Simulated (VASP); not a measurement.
Input of a VASP 6.6.1 run:

File INCAR:

```
SYSTEM = CaO
PREC = Accurate
ENCUT = 600
EDIFF = 1E-6
ISMEAR = 0
SIGMA = 0.02
LREAL = .FALSE.
LASPH = .TRUE.
NELM = 120
ALGO = Fast
ISIF = 3
LWAVE = .FALSE.
LCHARG = .FALSE.
GGA = PE
IVDW = 12
IBRION = 2
NSW = 40
EDIFFG = -0.005
```

The input KPOINTS:

```
regular mesh
0
G
  10 10 10
  0 0 0
```

POSCAR

```
CaO
1.0
    0.0000000000      2.3900000000      2.3900000000
    2.3900000000      0.0000000000      2.3900000000
    2.3900000000      2.3900000000      0.0000000000
Ca O
1 1
Direct
    0.0000000000      0.0000000000      0.0000000000
    0.5000000000      0.5000000000      0.5000000000
```

Potentials or basis: VASP PAW PBE potentials, release 64 (Ca_sv, O).

The run is started by

```sh
$ cat potpaw_PBE.64/Ca_sv/POTCAR potpaw_PBE.64/O/POTCAR > POTCAR
$ mpirun -np 1 vasp_std > vasp.out
```

**Question.** Estimate the dispersion energy per atom.

**Answer.** -0.275 eV.

**Question.** Estimate the relaxed volume.

**Answer.** 13.74 Å³/atom.

**Question.** Predict the band gap on the k mesh.

**Answer.** 3.63 eV, indirect (least direct gap 4.01 eV).

**Question.** What does it give for the relaxed cell?

**Answer.** a = 3.387 Å, b = 3.387 Å, c = 3.387 Å, α = 60.00°, β = 60.00°, γ = 60.00°.

The path:
```
step  energy change (eV)  largest force (eV/Å)  pressure (GPa)  volume (Å³)
   1              0.0000                0.0000            0.79        27.30
   2             -0.0003                0.0000           -0.34        27.57
   3             -0.0004                0.0000            0.01        27.48
```

A k mesh can miss the band edges. A hybrid or GW would open this gap; PBE tends to underestimate it.
